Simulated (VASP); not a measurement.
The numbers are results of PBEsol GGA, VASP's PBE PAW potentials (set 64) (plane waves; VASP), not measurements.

Input for VASP

File KPOINTS:
```
Automatic mesh
0
Gamma
10 10 6
0 0 0
```

### INCAR
```
ALGO = Normal
EDIFF = 1E-7
EDIFFG = -0.01
ENCUT = 520
GGA = PS
IBRION = 2
ISIF = 4
ISMEAR = 1
LASPH = T
LCHARG = F
LMAXMIX = 4
LREAL = F
LWAVE = F
NELM = 100
NSW = 30
PREC = Accurate
SIGMA = 0.1
SYSTEM = InN
```

### POSCAR
```
InN
1
    1.8037533045    -3.1241924396     0.0000000000
    1.8037533045     3.1241924396     0.0000000000
    0.0000000000     0.0000000000     5.8239065531
In N
2 2
Direct
  0.6666670000   0.3333330000   0.4998915258
  0.3333330000   0.6666670000   0.9998915258
  0.6666670000   0.3333330000   0.8791084742
  0.3333330000   0.6666670000   0.3791084742
```

POTCAR, in this order: In_d N (PBE.64 set). Program: vasp_std.

What VASP printed:

OSZICAR:
```
       N       E                     dE             d eps       ncg     rms          rms(c)
DAV:   1     0.344689644618E+03    0.34469E+03   -0.18255E+04  2464   0.224E+03
DAV:   2     0.202029397982E+02   -0.32449E+03   -0.31660E+03  2560   0.480E+02
DAV:   3    -0.253955910852E+02   -0.45599E+02   -0.44855E+02  3352   0.184E+02
DAV:   4    -0.269471744964E+02   -0.15516E+01   -0.15477E+01  2982   0.368E+01
DAV:   5    -0.269964033794E+02   -0.49229E-01   -0.49220E-01  3256   0.614E+00    0.129E+01
DAV:   6    -0.230866260697E+02    0.39098E+01   -0.18318E+01  4216   0.567E+01    0.990E+00
DAV:   7    -0.231362775814E+02   -0.49652E-01   -0.19304E+00  2574   0.117E+01    0.315E+00
DAV:   8    -0.230970162011E+02    0.39261E-01   -0.25202E-01  3870   0.474E+00    0.168E+00
DAV:   9    -0.230822113750E+02    0.14805E-01   -0.61357E-02  4188   0.378E+00    0.486E-01
DAV:  10    -0.230789989388E+02    0.32124E-02   -0.16683E-02  3880   0.187E+00    0.115E-01
DAV:  11    -0.230795292591E+02   -0.53032E-03   -0.35329E-03  3608   0.439E-01    0.185E-01
DAV:  12    -0.230793972635E+02    0.13200E-03   -0.25415E-04  3824   0.201E-01    0.554E-02
DAV:  13    -0.230793475360E+02    0.49727E-04   -0.24185E-04  4268   0.152E-01    0.237E-02
DAV:  14    -0.230793505478E+02   -0.30118E-05   -0.20850E-05  2664   0.437E-02    0.897E-03
DAV:  15    -0.230793499113E+02    0.63651E-06   -0.12816E-06  3624   0.139E-02    0.764E-03
DAV:  16    -0.230793498145E+02    0.96753E-07   -0.68891E-07  2786   0.601E-03
   1 F= -.23079350E+02 E0= -.23079441E+02  d E =-.230793E+02
       N       E                     dE             d eps       ncg     rms          rms(c)
DAV:   1    -0.230794930231E+02   -0.14311E-03   -0.93989E-03  2464   0.772E-01    0.705E-02
DAV:   2    -0.230794292842E+02    0.63739E-04   -0.47077E-04  3978   0.304E-01    0.398E-02
DAV:   3    -0.230793868811E+02    0.42403E-04   -0.50449E-05  3936   0.112E-01    0.133E-02
DAV:   4    -0.230793835844E+02    0.32967E-05   -0.15999E-05  3812   0.473E-02    0.800E-03
DAV:   5    -0.230793835968E+02   -0.12481E-07   -0.10432E-06  2724   0.104E-02    0.381E-03
DAV:   6    -0.230793835781E+02    0.18701E-07   -0.55298E-08  1312   0.629E-03
   2 F= -.23079384E+02 E0= -.23079474E+02  d E =-.337636E-04
       N       E                     dE             d eps       ncg     rms          rms(c)
DAV:   1    -0.230795600543E+02   -0.17646E-03   -0.13340E-02  2476   0.919E-01    0.838E-02
DAV:   2    -0.230794696957E+02    0.90359E-04   -0.66799E-04  3972   0.363E-01    0.472E-02
DAV:   3    -0.230794095052E+02    0.60190E-04   -0.71869E-05  3922   0.133E-01    0.158E-02
DAV:   4    -0.230794048613E+02    0.46439E-05   -0.22787E-05  3818   0.562E-02    0.963E-03
DAV:   5    -0.230794048742E+02   -0.12922E-07   -0.14773E-06  2768   0.125E-02    0.460E-03
DAV:   6    -0.230794048479E+02    0.26371E-07   -0.79787E-08  1370   0.740E-03
   3 F= -.23079405E+02 E0= -.23079495E+02  d E =-.550333E-04
       N       E                     dE             d eps       ncg     rms          rms(c)
DAV:   1    -0.230793754696E+02    0.29405E-04   -0.14916E-02  2464   0.876E-01    0.354E-02
DAV:   2    -0.230794179244E+02   -0.42455E-04   -0.44114E-04  3132   0.197E-01    0.597E-03
DAV:   3    -0.230794188363E+02   -0.91182E-06   -0.17926E-05  3422   0.392E-02    0.842E-03
DAV:   4    -0.230794188158E+02    0.20474E-07   -0.95468E-07  3212   0.839E-03
   4 F= -.23079419E+02 E0= -.23079509E+02  d E =-.139679E-04
```

OUTCAR:
```
------------------------ aborting loop because EDIFF is reached ----------------------------------------
  FORCE on cell =-STRESS in cart. coord.  units (eV):
  Direction    XX          YY          ZZ          XY          YZ          ZX
  --------------------------------------------------------------------------------------
  Total       -2.7703753     -2.7703754     -2.7676588      0.0000000      0.0000000      0.0000000
  in kB      -67.6222904    -67.6222927    -67.5559833      0.0000000      0.0000000      0.0000000
  external PRESSURE =     -67.6001888 kB  Pullay stress =       0.0000000 kB
  volume of cell :       65.64
      direct lattice vectors                 reciprocal lattice vectors
     1.802545587 -3.122100593  0.000000000     0.277385495 -0.160148588  0.000000000
     1.802545587  3.122100593  0.000000000     0.277385495  0.160148588  0.000000000
     0.000000000  0.000000000  5.831713315    -0.000000000 -0.000000000  0.171476193
 POSITION                                       TOTAL-FORCE (eV/Angst)
 -----------------------------------------------------------------------------------
      1.80255     -1.04070      2.91724         0.000000     -0.000000     -0.002688
      1.80255      1.04070      0.00138         0.000000      0.000000     -0.002688
      1.80255     -1.04070      5.12469        -0.000000      0.000000      0.002688
      1.80255      1.04070      2.20884         0.000000     -0.000000      0.002688
 -----------------------------------------------------------------------------------
    total drift:                                0.000000      0.001559     -0.000673
  FREE ENERGIE OF THE ION-ELECTRON SYSTEM (eV)
  ---------------------------------------------------
  free  energy   TOTEN  =       -23.0794188158 eV

  energy  without entropy=      -23.0796903170  energy(sigma->0) =      -23.07950932

 reached required accuracy - stopping structural energy minimisation
```
(Selected blocks of OUTCAR.)

**CONTCAR**
```
InN
   1.00000000000000
     1.8025455867594515   -3.1221005927024206    0.0000000000000000
     1.8025455867594515    3.1221005927024206    0.0000000000000000
     0.0000000000000000    0.0000000000000000    5.8317133154010588
  In              N
     2     2
Direct
     0.6666669999999968    0.3333330000000032    0.5002371947471663
     0.3333330000000032    0.6666669999999968    0.0002371947471664
     0.6666669999999968    0.3333330000000032    0.8787628052528386
     0.3333330000000032    0.6666669999999968    0.3787628052528386
```

The compound is InN in the wurtzite structure. This cell is one point of a volume scan, at 1.06 of the reference volume. Symmetry was kept, so distortions that lower it aren't found.
